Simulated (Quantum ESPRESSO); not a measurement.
# Moving the pressure in Nb

The cell as given:

The structure is cubic, space group Fm-3m (No. 225). Conventional cell: a = 4.230 Å, b = 4.230 Å, c = 4.230 Å, α = 90.00°, β = 90.00°, γ = 90.00°. Nb (site symmetry m-3m) has 12 Nb at 2.99 Å as nearest neighbours.

This isn't the form of Nb at room conditions, which is bcc.

Kept alike: task relaxation of cell and atoms; functional PBEsol; k mesh 11 × 11 × 11; occupations fermi-dirac, width 0.05 eV; no spin polarisation. Program: Quantum ESPRESSO, GBRV 1.5 PBEsol, cutoff 707 eV. The mesh is that of the run's cell of 1 atom. No spin-orbit coupling.

```csv
"pressure, P (GPa)",volume (Å³/atom)
0,18.050
2,17.853
5,17.574
10,17.148
20,16.410
```

The relaxations keep at least the cell's symmetry (Fm-3m). For a metal such a mesh leaves the last digits unconverged. Runs of this series that gave no sound value for these columns are left out. The runs follow the start's structure, whether or not it is the stable one at these pressures. P is the pressure aimed at, which the runs meet within some hundredths to tenths of a GPa.

The volume falls from 18.050 to 16.410 Å³/atom between 0 and 20 GPa. The volume falls ever more slowly, since the solid stiffens under load. At the pressures aimed at, which the runs meet within some tenths of a GPa, the step from 0 to 5 GPa gives a mean bulk modulus near 187 GPa, the last step 227 GPa.
